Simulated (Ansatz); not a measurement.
# AlP: independent-particle optics, part 2 of 2

How does AlP absorb light if electrons and holes don't interact? Plan: HSE06 for the gap; optics with PBE on 6×6×6; optics with r2SCAN on 6×6×6; optics with PBE and scissors to the HSE06 gap on 6×6×6.

Ansatz 0.2.0; plane waves, PAW; no local fields, no excitons.

## Step 4: Optics, r2SCAN

The COD entry's cell or inner coordinates are ideal or old and differ from later refinements, so a difference from it is no clean test against experiment.

input.yaml reads:

```yaml
crystal:
  lattice:
    - [0.0, 2.7392607946, 2.7392607946]
    - [2.7392607946, 0.0, 2.7392607946]
    - [2.7392607946, 2.7392607946, 0.0]
  atoms:
    - { symbol: Al, position: [0.0, 0.0, 0.0] }
    - { symbol: P, position: [0.25, 0.25, 0.25] }
kpoints:
  mp_grid: { grid: [6, 6, 6] }
hamiltonian:
  xc: r2scan
scf:
  occupations: { method: fixed }
output:
  optics:
    e_range: [0, 13]
    de: 0.05
    sigma: 0.1
    bands: { spectra_wanted_up_to: 13 }
  write_density: true
  write_potential: true
  elf: true
  volumetric_format: npy
```

Launch:

```bash
> ansatz run input.yaml --threads 4 --pin off --max-ram 3686MiB --backend cpu --events-out ev --progress --plain --runs-dir out
```

The program printed:

```text
Warning: RAYON_NUM_THREADS=4 ignored (pool sized by the plan → 4); use --threads N
Engine: ansatz 0.2.0, aarch64-unknown-linux-gnu
Pseudopotentials: kind: paw
Pseudopotential: Al, paw, valence charge 3, recommended cutoff 500 eV (meta_gga), Al.paw.azcp
Pseudopotential: P, paw, valence charge 5, recommended cutoff 500 eV (meta_gga), P.paw.azcp
Functional definition: r2SCAN
  parameter k0 = 0.174
  parameter k1 = 0.065
  parameter a1 = 4.9479
  exchange = r2scan_x(k0 = k0, k1 = k1, a1 = a1)
  correlation = r2scan_c
Crystal: 2 atoms, lattice volume = 41.108 Å³
Basis set: ecut = 500 eV, 1037 PW (Γ), exchange–correlation on 120×120×120 points (64 copies of the dense FFT grid, shifted against one another)
Bands: 8, of which v1, the nominal top of the filled ones, is band 4 counted from 1 (3 counted from 0)
Symmetry: 24 space group operations
Space group: F-43m (ITA 216), of the structure as read, at distance tolerance 3.5e-5 Å
k-points: 16 of 216 (time reversal used)
Non-local potential: Al, projectors of the file, l = 0: 2, l = 1: 2, l = 2: 1
Non-local potential: P, projectors of the file, l = 0: 2, l = 1: 2, l = 2: 2
PAW form: soft (Blöchl's): semilocal exchange-correlation on the pseudo side does not see the compensation charge
PAW frozen core: Al, regenerated for the run's functional (the file was generated under x = pbe(κ = 0.804, μ = 0.2195149727645171), c = pbe(β = 0.06672455060314922))
PAW frozen core: P, regenerated for the run's functional (the file was generated under x = pbe(κ = 0.804, μ = 0.2195149727645171), c = pbe(β = 0.06672455060314922))
PAW one-centre angular grid: Al, 302 points (default); XC on 160 Gauss nodes
PAW one-centre angular grid: P, 302 points (default); XC on 160 Gauss nodes
Initial density: superposition of atomic densities (neutral atoms: chi_scale 0, normalization atom), corrected by the library's trained network
Initial wavefunctions: pseudopotential atomic-orbital guess
Functional: x = r2scan, c = r2scan; τ floored in thin density (d = 2e-4 eV/Å³)
SCF iter   1: F=—  HF=-1301.029251 eV  |F-HF|=—  |Δ(HF+E_count)|=         —  Δρ=2.90e-3  dr2=3.05e-3  dr2_τ=1.29e-2  ethr=1.77e-3  ⟨swp⟩=5.2  Hψ=947  notcnv=0  defer=28
preconditioner: auto → none  [insulator: Δε(μ)=1.872 eV  Ē_g=10.591 eV  n_scr=8 (ndim 8)  ℏωp=16.4 eV  f_vac=0.000  ε∞_Penn≈3.4]
SCF iter   2: F=—  HF=-1301.059850 eV  |F-HF|=—  |Δ(HF+E_count)|=   3.06e-2  Δρ=1.94e-3  dr2=1.31e-3  dr2_τ=1.83e-5  ethr=3.82e-5  ⟨swp⟩=2.7  Hψ=375  notcnv=0  defer=30
SCF iter   3: F=—  HF=-1301.059956 eV  |F-HF|=—  |Δ(HF+E_count)|=   1.06e-4  Δρ=8.19e-4  dr2=4.97e-4  dr2_τ=5.96e-6  ethr=1.64e-5  ⟨swp⟩=2.8  Hψ=242  notcnv=0  defer=30
SCF iter   4: F=—  HF=-1301.059877 eV  |F-HF|=—  |Δ(HF+E_count)|=   7.91e-5  Δρ=1.80e-4  dr2=2.09e-5  dr2_τ=2.33e-7  ethr=6.21e-6  ⟨swp⟩=2.8  Hψ=225  notcnv=0  defer=27
SCF iter   5: F=—  HF=-1301.059880 eV  |F-HF|=—  |Δ(HF+E_count)|=   3.22e-6  Δρ=3.45e-5  dr2=3.51e-7  dr2_τ=1.40e-8  ethr=2.62e-7  ⟨swp⟩=2.2  Hψ=197  notcnv=0  defer=19
SCF iter   6: F=—  HF=-1301.059881 eV  |F-HF|=—  |Δ(HF+E_count)|=   1.01e-6  Δρ=2.13e-6  dr2=9.48e-10  dr2_τ=7.38e-11  ethr=4.38e-9  ⟨swp⟩=2.9  Hψ=221  notcnv=0  defer=14
SCF iter   7: F=—  HF=-1301.059881 eV  |F-HF|=—  |Δ(HF+E_count)|=   2.23e-9  Δρ=5.37e-7  dr2=1.68e-10  dr2_τ=3.46e-12  ethr=1.18e-11  ⟨swp⟩=2.2  Hψ=201  notcnv=0  defer=14
SCF iter   8: F=-1301.059881 eV  HF=-1301.059881 eV  |F-HF|=4.55e-13  |Δ(HF+E_count)|=  1.48e-11  Δρ=6.36e-8  dr2=1.47e-12  dr2_τ=6.96e-14  ethr=1.00e-12  ⟨swp⟩=4.2  Hψ=815  notcnv=0
SCF 1 converged in 8 iterations: F = -1301.059881 eV  dr2 = 1.47e-12
NSCF: frozen V_eff on 16 k-points
Optics k sum: 0 of 16 k-points
[...]
NSCF: frozen V_eff on 1 k-points
NSCF: frozen V_eff on 1 k-points
output.optics: what the bands over the 16 summed would add to eps1, eps2 and the energy-loss function is held between a lower and an upper bound (7 Lanczos steps). eps1, eps2 and their loss function (loss_summed_bands) are given on every row as the summed bands alone make them. Along an axis, on a row where the two bounds hold the loss function to about 1 % of the greater of itself and 0.5 % of |1/eps|, its cell (loss_completed) is given, with the completed eps1 and eps2 that it is formed of (a cell that is left empty reads nan in the table and null in the record). The two bounds hold it so along every axis on all 261 rows up to 13.000 eV. The run works to bound the rows up to 13.000 eV and no higher ones: a peak of the loss function over that energy may be left empty with no warning. To have the run work for it, set output.optics.bands.spectra_wanted_up_to to a higher energy. perfect_screening_sum, loss_f_sum_n_eff and, beside carriers, perfect_screening_limit are those of loss_summed_bands: over the bounded function the two sums would run over rows that are not all bounded, and lack what the bands left out lay past the top of the energy grid. Bounded is said of the bands left out alone, which are those that the basis at basis.ecutwfc holds: it says nothing of that cutoff, of the k-point mesh, of what the sum inside its cells errs by (eps2_relative_error), of the factors of all_electron_strengths, nor of how far the SCF is converged. The bands left out are taken at the k-points, and what their mean over the points' cells stands off that by is in neither bound: the run's estimate of it, which the test of a row counts in, is 0.01 % of |eps| at the most among the values given; where the mean stood off by over 0.5 % the points' spread read 0.1 to 3 times that
SCF converged after 8 iterations
Free energy (F): -1301.059881 eV
Harris-Foulkes:  -1301.059881 eV  (|F-HF|=4.55e-13)
Internal energy: -1301.059881 eV  (E = F + TS)
E sigma→0 (E₀):  -1301.059881 eV
Fermi energy:    4.791160 eV
--- Per-component energies (eV) ---
  E_band       = 1.738778
  E_kinetic    = 93.962248
  E_local      = -82.363076  (includes V_loc(G=0)·N_el)
  E_nonlocal   = 43.304481
  E_hartree    = 25.393145
  E_xc         = -95.656637
  E_vxc        = -96.669224  (∫ρ·V_xc dr)
  E_paw        = -1049.069142  (= ΣΔE_a)
  E_vpaw       = -11.357138  (= ΣTr[D̂ρ^β])
  E_aug_tail   = -0.000000  (compensation charges beyond the density's cutoff)
  E_vtau       = 4.075193  (kinetic-family band-sum trace: ∫τ·v_τ [+ j·A + Jᵃ·Aᵃ] dr)
  E_ewald      = -236.479949
  E_core_change = -0.150950  (= ΣΔE_core)
  E_smearing   = -0.000000  (= −TS)
  E_closure    = 0.000000  (closes the sum)
  Σ components = -1301.059881   (vs F -1301.059881, Δ=0.00e0)
--- Band table (eV; the first three rows and the last of 16) ---
  k-point 0: bands = ["-7.1439", "4.7912", "4.7912", "4.7912", "8.6991", "9.7363", "9.7363", "9.7363"]
  k-point 1: bands = ["-6.8313", "2.9199", "4.5430", "4.5430", "8.9084", "10.1874", "10.1874", "10.9822"]
  k-point 2: bands = ["-6.0208", "0.3828", "4.1585", "4.1585", "8.3140", "10.2353", "10.2353", "13.3588"]
  k-point 15: bands = ["-4.7085", "-0.3302", "1.8189", "2.0837", "8.4728", "9.5120", "13.0168", "13.3341"]
```

It took 3.5 s on 4 threads of Arm Neoverse V1, shared host; peak memory 0.5 GiB.

optics.tsv begins:

```
# eps_inf(xx yy zz) = 7.647666 7.647666 7.647666
# eps_inf_bands = all
# eps_inf_summed_bands(xx yy zz) = 7.635611 7.635611 7.635611
# eps_inf_completed(xx yy zz) = 7.647666 7.647666 7.647666
# eps2_relative_error = 0.0040
# eps_inf_relative_error = 0.0038
# f_sum_n_eff(xx yy zz) = 7.356150 7.356150 7.356150 of n_electrons = 8.000000
# n_bands = 16
# n_bands_set_by = photon_energy
# valid_up_to_ev = 19.289660
# least_direct_gap_ev = 3.907900e0 at k(fractional) = 0.000000 0.000000 0.000000, k_point = 0, channel = 0, bands = 3 4 (counted from 0)
```

The dielectric function from optics.tsv (isotropic), one row in 12 (narrow peaks fall between the rows):

```
E (eV)  ε₂ xx  ε₁ xx
  3.75   0.00  15.68
  4.35  12.89  25.04
  4.95  36.42   7.35
  5.55  12.91  -4.08
  6.15  13.65  -7.32
  6.75   7.81  -5.80
  7.35   5.36  -5.00
  7.95   3.82  -4.19
  8.55   2.95  -3.65
  9.15   2.39  -2.83
  9.75   1.67  -2.67
 10.35   1.35  -2.19
 10.95   1.08  -1.90
 11.55   0.76  -1.58
 12.15   0.54  -1.21
 12.75   0.51  -0.97
```

Tallest peaks of ε₂: 36.4 at 4.95 eV, 17.8 at 5.95 eV.

## Step 5: Optics, PBE + 0.96 eV scissors

The scissors of 0.964 eV comes from the difference of HSE06 and PBE direct gaps in separate runs.

input.yaml: that of step 4 with these lines changed.

```diff
@@ -11,3 +11,3 @@
 hamiltonian:
-  xc: r2scan
+  xc: pbe
 scf:
@@ -20,5 +20,2 @@
     bands: { spectra_wanted_up_to: 13 }
-  write_density: true
-  write_potential: true
-  elf: true
-  volumetric_format: npy
+    scissors: 0.964
```

Launch:

```bash
> ansatz run input.yaml --threads 4 --pin off --max-ram 3686MiB --backend cpu --events-out ev --progress --plain --runs-dir out
```

The program printed:

```text
Warning: RAYON_NUM_THREADS=4 ignored (pool sized by the plan → 4); use --threads N
[... 9 set-up lines as earlier in the session ...]
Crystal: 2 atoms, lattice volume = 41.108 Å³
Basis set: ecut = 420 eV, 821 PW (Γ)
Bands: 8, of which v1, the nominal top of the filled ones, is band 4 counted from 1 (3 counted from 0)
[... 2 set-up lines as earlier in the session ...]
k-points: 16 of 216 (time reversal used)
[... 8 set-up lines as earlier in the session ...]
SCF iter   1: F=—  HF=-1294.433152 eV  |F-HF|=—  |Δ(HF+E_count)|=         —  Δρ=1.08e-3  dr2=7.63e-4  ethr=1.77e-3  ⟨swp⟩=5.3  Hψ=937  notcnv=0  defer=28
preconditioner: auto → none  [insulator: Δε(μ)=1.586 eV  Ē_g=9.922 eV  n_scr=8 (ndim 8)  ℏωp=16.4 eV  f_vac=0.000  ε∞_Penn≈3.7]
SCF iter   2: F=—  HF=-1294.432942 eV  |F-HF|=—  |Δ(HF+E_count)|=   2.10e-4  Δρ=3.44e-4  dr2=3.73e-5  ethr=9.54e-6  ⟨swp⟩=2.9  Hψ=362  notcnv=0  defer=29
SCF iter   3: F=—  HF=-1294.432991 eV  |F-HF|=—  |Δ(HF+E_count)|=   4.90e-5  Δρ=1.38e-4  dr2=4.72e-6  ethr=4.66e-7  ⟨swp⟩=2.1  Hψ=188  notcnv=0  defer=27
SCF iter   4: F=—  HF=-1294.433000 eV  |F-HF|=—  |Δ(HF+E_count)|=   8.65e-6  Δρ=2.39e-5  dr2=3.89e-7  ethr=5.91e-8  ⟨swp⟩=2.3  Hψ=190  notcnv=0  defer=21
SCF iter   5: F=—  HF=-1294.433000 eV  |F-HF|=—  |Δ(HF+E_count)|=   7.56e-8  Δρ=4.92e-6  dr2=1.56e-8  ethr=4.86e-9  ⟨swp⟩=2.4  Hψ=190  notcnv=0  defer=18
SCF iter   6: F=—  HF=-1294.433000 eV  |F-HF|=—  |Δ(HF+E_count)|=   3.74e-9  Δρ=1.89e-6  dr2=2.29e-9  ethr=1.95e-10  ⟨swp⟩=2.4  Hψ=171  notcnv=0  defer=18
SCF iter   7: F=-1294.433000 eV  HF=-1294.433000 eV  |F-HF|=2.27e-12  |Δ(HF+E_count)|=  4.79e-10  Δρ=1.32e-7  dr2=8.08e-12  ethr=1.00e-12  ⟨swp⟩=5.3  Hψ=853  notcnv=0
SCF 1 converged in 7 iterations: F = -1294.433000 eV  dr2 = 8.08e-12
NSCF: frozen V_eff on 16 k-points
Optics k sum: 0 of 16 k-points
[...]
NSCF: frozen V_eff on 1 k-points
NSCF: frozen V_eff on 1 k-points
output.optics: what the bands over the 16 summed would add to eps1, eps2 and the energy-loss function is held between a lower and an upper bound (6 Lanczos steps). eps1, eps2 and their loss function (loss_summed_bands) are given on every row as the summed bands alone make them. Along an axis, on a row where the two bounds hold the loss function to about 1 % of the greater of itself and 0.5 % of |1/eps|, its cell (loss_completed) is given, with the completed eps1 and eps2 that it is formed of (a cell that is left empty reads nan in the table and null in the record). The two bounds hold it so along every axis on all 261 rows up to 13.000 eV. The run works to bound the rows up to 13.000 eV and no higher ones: a peak of the loss function over that energy may be left empty with no warning. To have the run work for it, set output.optics.bands.spectra_wanted_up_to to a higher energy. perfect_screening_sum, loss_f_sum_n_eff and, beside carriers, perfect_screening_limit are those of loss_summed_bands: over the bounded function the two sums would run over rows that are not all bounded, and lack what the bands left out lay past the top of the energy grid. Bounded is said of the bands left out alone, which are those that the basis at basis.ecutwfc holds: it says nothing of that cutoff, of the k-point mesh, of what the sum inside its cells errs by (eps2_relative_error), of the factors of all_electron_strengths, nor of how far the SCF is converged. The bands left out are taken at the k-points, and what their mean over the points' cells stands off that by is in neither bound: the run's estimate of it, which the test of a row counts in, is 0.01 % of |eps| at the most among the values given; where the mean stood off by over 0.5 % the points' spread read 0.1 to 3 times that
SCF converged after 7 iterations
Free energy (F): -1294.433000 eV
Harris-Foulkes:  -1294.433000 eV  (|F-HF|=2.27e-12)
Internal energy: -1294.433000 eV  (E = F + TS)
E sigma→0 (E₀):  -1294.433000 eV
Fermi energy:    4.951929 eV
--- Per-component energies (eV) ---
  E_band       = 4.290630
  E_kinetic    = 93.661267
  E_local      = -83.009458  (includes V_loc(G=0)·N_el)
  E_nonlocal   = 44.566921
  E_hartree    = 25.202162
  E_xc         = -101.480022
  E_vxc        = -89.983349  (∫ρ·V_xc dr)
  E_paw        = -1036.893921  (= ΣΔE_a)
  E_vpaw       = -11.349056  (= ΣTr[D̂ρ^β])
  E_aug_tail   = 0.000001  (compensation charges beyond the density's cutoff)
  E_ewald      = -236.479949
  E_smearing   = -0.000000  (= −TS)
  E_closure    = -0.000000  (closes the sum)
  Σ components = -1294.433000   (vs F -1294.433000, Δ=0.00e0)
--- Band table (eV; the first three rows and the last of 16) ---
  k-point 0: bands = ["-6.4904", "4.9519", "4.9519", "4.9519", "8.1721", "9.4982", "9.4982", "9.4982"]
  k-point 1: bands = ["-6.1911", "3.0902", "4.7124", "4.7124", "8.5321", "9.9274", "9.9274", "10.5588"]
  k-point 2: bands = ["-5.4130", "0.6484", "4.3446", "4.3446", "7.9681", "9.9851", "9.9851", "12.8307"]
  k-point 15: bands = ["-4.1486", "-0.0576", "2.0804", "2.3210", "8.2700", "9.2472", "12.5580", "12.8990"]
```

Wall time 2 s (4 threads of Arm Neoverse V1, shared host); peak memory 0.41 GiB.

From the head of optics.tsv:

```
# eps_inf(xx yy zz) = 7.469737 7.469737 7.469737
# eps_inf_bands = all
# eps_inf_summed_bands(xx yy zz) = 7.457640 7.457640 7.457640
# eps_inf_completed(xx yy zz) = 7.469737 7.469737 7.469737
# eps2_relative_error = 0.0035
# eps_inf_relative_error = 0.0039
# f_sum_n_eff(xx yy zz) = 6.960628 6.960628 6.960628 of n_electrons = 8.000000
# n_bands = 16
# n_bands_set_by = photon_energy
# valid_up_to_ev = 19.075579
# least_direct_gap_ev = 3.220131e0 at k(fractional) = 0.000000 0.000000 0.000000, k_point = 0, channel = 0, bands = 3 4 (counted from 0)
```

The dielectric function from optics.tsv (isotropic), one row in 12 (narrow peaks fall between the rows):

```tsv
E (eV)	ε₂ xx	ε₁ xx
4.05	0.00	14.73
4.65	7.96	25.57
5.25	29.22	21.46
5.85	17.45	-7.91
6.45	18.20	-2.03
7.05	8.78	-7.04
7.65	5.95	-6.03
8.25	4.24	-5.00
8.85	3.31	-4.24
9.45	2.33	-3.44
10.05	1.84	-3.15
10.65	1.39	-2.55
11.25	1.09	-2.20
11.85	0.74	-1.83
12.45	0.54	-1.41
```

Tallest peaks of ε₂: 40.3 at 5.45 eV, 18.5 at 6.50 eV.

## Step 6: Comparison

| level | mesh | least direct gap on the mesh (eV) | ε∞ | tallest peak of ε₂ | time |
| --- | --- | --- | --- | --- | --- |
| PBE | 6×6×6 | 3.22 | 8.72 | 40.4 at 4.50 eV | 2.1 s |
| r2SCAN | 6×6×6 | 3.91 | 7.65 | 36.4 at 4.95 eV | 3.5 s |
| PBE + 0.96 eV scissors | 6×6×6 | 4.18 | 7.47 | 40.3 at 5.45 eV | 2 s |

## Step 7: What came out

What follows sums up all 2 parts.

| quantity | value |
| --- | --- |
| ε∞, PBE | 8.72 |
| ε∞, r2SCAN | 7.65 |
| ε∞, PBE + 0.96 eV scissors | 7.47 |
| tallest peak of ε₂, PBE | 40.4 at 4.50 eV |
| tallest peak of ε₂, r2SCAN | 36.4 at 4.95 eV |
| tallest peak of ε₂, PBE + 0.96 eV scissors | 40.3 at 5.45 eV |
| HSE06 direct gap | 4.18 eV |

PBE + 0.96 eV scissors has the widest direct gap (4.18 eV) and PBE the narrowest (3.22 eV); ε∞ is 7.47 and 8.72: a wider gap screens less. Local fields and excitons are left out: both change ε∞, and without excitons the onset lacks its lines.

Measured ε∞ of AlP: 7.56 (a printed reference work, textbook). This calculation gives 8.72 (+15.4 %). The calculated value is that of PBE, without local fields and excitons.
